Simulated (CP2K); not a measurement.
Be2C:

```
C Be
1.0
     3.06177    0.00000    0.00000
     1.53089    2.65157    0.00000
     1.53089    0.88386    2.49993
C Be
1 2
Direct
  0.00000 0.00000 0.00000
  0.75000 0.75000 0.75000
  0.25000 0.25000 0.25000
```

Program: CP2K 2026.2. Alike in all runs: task band structure; no spin polarisation; cell as given; k mesh 11 × 11 × 11. Hardware: 1 thread of Arm Neoverse V1, on a shared host.

Problem. Order these runs on this cell by their wall time, lowest first.
A. level PBEsol; potentials or basis POTENTIAL_UZH C GTH-PBE-q4, Be GTH-PBE-q4; TZVP-MOLOPT-PBE-GTH basis; smearing fermi-dirac 0.0259 eV; points a segment of the path (NPOINTS) 10; bands added on the path 2; CUTOFF of the grids 850 Ry
B. level TB-mBJ; potentials or basis POTENTIAL_UZH C GTH-PBE-q4, Be GTH-PBE-q4; TZVP-MOLOPT-PBE-GTH basis; smearing fermi-dirac 0.01 eV; points a segment of the path (NPOINTS) 10; bands added on the path 4; CUTOFF of the grids 1250 Ry
C. level r2SCAN; potentials or basis POTENTIAL_UZH C GTH-SCAN-q4, Be GTH-SCAN-q4; TZVP-MOLOPT-SCAN-GTH basis; smearing fermi-dirac 0.0259 eV; points a segment of the path (NPOINTS) 6; bands added on the path 6; CUTOFF of the grids 1250 Ry

Solution. A (54 s), C (130 s), B (340 s).

Caveats: this is a model potential without an energy functional, so only levels have meaning (some runs).
